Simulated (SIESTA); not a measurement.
This SIESTA 5.4.2 run on BeS needs a look.

run.py

```python
from ase.io import read
from ase.calculators.siesta import Siesta
from ase.units import Ry, GPa

atoms = read("POSCAR")

fdf = {
    'SCFMustConverge': False,
    'OccupationFunction': 'FD',
    'ElectronicTemperature': '0.05 eV',
    'MaxSCFIterations': '50',
    'SCF.Mixer.Method': 'Linear',
    'SCF.Mixer.Weight': '1.0',
    'SCF.Mixer.History': '8',
    'SCF.DM.Tolerance': '5.0e-05',
    'SCF.H.Tolerance': '1.0e-03 eV',
    'WriteForces': 'true',
    'Charge.Mulliken': 'end',
    'PAO.PolarizationScheme': ['Be.2 non-perturbative'],
    'PAO.Basis': ['Be.2 3', 'n=1 0 2', '  2.105 0.000', 'n=2 0 2', '  8.861 0.000', 'n=2 1 1', '  8.861'],
}
calc = Siesta(
    label="BeS",
    command="siesta < PREFIX.fdf > PREFIX.out",
    pseudo_path="pseudos",
    pseudo_qualifier="",
    xc=('GGA', 'PBE'),
    basis_set="DZP",
    mesh_cutoff=800 * Ry,
    energy_shift=0.003 * Ry,
    kpts=[9, 9, 9],
    spin="non-polarized",
    fdf_arguments=fdf,
)
atoms.calc = calc

print(f"energy = {atoms.get_potential_energy():.6f} eV")
free = atoms.get_potential_energy(force_consistent=True)
print(f"free energy = {free:.6f} eV")
print("forces (eV/A):")
print(atoms.get_forces(apply_constraint=False).round(6))
print("stress (GPa, Voigt order, tension positive):", (atoms.get_stress() / GPa).round(4))
```

Contents of POSCAR:

```
BeS
1.0
    0.0000000000      2.4250000000      2.4250000000
    2.4250000000      0.0000000000      2.4250000000
    2.4250000000      2.4250000000      0.0000000000
S Be
1 1
Direct
    0.7500000000      0.7500000000      0.7500000000
    0.0000000000      0.0000000000      0.0000000000
```

Potentials or basis: PseudoDojo 0.4 standard (PBE files), DZP (energy shift 0.003 Ry; two zetas on semicore shells).

Run with:

```console
$ python run.py
```

Output:

```text
SCF_NOT_CONV: SCF did not converge  in maximum number of steps.
Geom step, scf iteration, dDmax, dHmax:    0    50      0.024501     0.007301
Job completed
energy = -681.492460 eV
free energy = -681.492460 eV
forces (eV/A):
[[-0.000153 -0.000153 -0.000153]
 [ 0.000152  0.000152  0.000152]]
stress (GPa, Voigt order, tension positive): [-1.9542 -1.9542 -1.9542 -0.0062 -0.0062 -0.0062]
```

Diagnose the run.

The run did not converge. The input holds a flaw that was put in on purpose: linear mixing with far too large a weight (SCF.Mixer.Method = Linear; SCF.Mixer.Weight = 1.0).
